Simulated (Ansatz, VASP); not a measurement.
One calculation of Si, two programs

File INCAR:

```
SYSTEM = Si
ALGO     = Normal         ! electronic algorithm
EDIFF    = 1E-6           ! SCF threshold, eV
ENCUT    = 520            ! plane-wave cutoff, eV
GGA      = PS             ! functional
ISIF     = 2              ! what is computed and relaxed
ISMEAR   = 0              ! smearing method
LASPH    = .TRUE.         ! aspherical terms in the spheres
LCHARG   = .FALSE.        ! write CHGCAR
LREAL    = .FALSE.        ! projectors in reciprocal space
LWAVE    = .FALSE.        ! write WAVECAR
NBANDS   = 8              ! bands
NELM     = 80             ! most SCF steps
PREC     = Accurate       ! precision mode
SIGMA    = 0.15           ! smearing width, eV
```

The input KPOINTS:

```
k-points
0
G
  24 24 22
  0 0 0
```

File POSCAR:

```
Si
1.0
    2.5782686029      0.0000000000      0.0000000000
   -1.2891343015      2.2328461079      0.0000000000
    0.0000000000      0.0000000000      2.5478958992
Si
1
Direct
    0.0000000000      0.0000000000      0.0000000000
```

Input for Ansatz:

```yaml
crystal:
  lattice:
    - [2.5782686029, 0.0, 0.0]
    - [-1.2891343015, 2.2328461079, 0.0]
    - [0.0, 0.0, 2.5478958992]
  atoms:
    - { symbol: Si, position: [0.0, 0.0, 0.0] }
basis:
  ecutwfc: 420
kpoints:
  mp_grid: { grid: [24, 24, 22] }
hamiltonian:
  xc: pbesol
scf:
  occupations: { method: gaussian, width: 0.15 }
output:
  forces: true
  stress: true
  eigenvalues: true
```

Alike in both runs: task single point; functional PBEsol; k mesh 24 × 24 × 22; occupations gaussian, width 0.15 eV; no spin polarisation.

```csv
,VASP,Ansatz
version,VASP 6.6.1,Ansatz 0.2.0
potentials or method,"VASP PAW PBE potentials, release 64 (Si)","scalar-relativistic, plane waves, PAW"
plane-wave cutoff (eV),520,420
valence electrons in the cell,4,4
```

Ansatz gave:

```
gap on the k mesh at the Fermi level (eV)       : none
pressure (GPa)                                  : 0.7
largest component of the traceless stress (GPa) : 8.57
```

Question: What did VASP give for the same quantities?

Answer: gap on the k mesh at the Fermi level (eV): none; pressure (GPa): 0.9; largest component of the traceless stress (GPa): 8.56.

A gap of «none» marks a metal or a gap that the smearing closes. The functional is the same, so the differences come from potentials, cutoffs and numerics.

Caveats: the PAW data sets were made with another functional, which shifts forces and pressure a little (VASP).
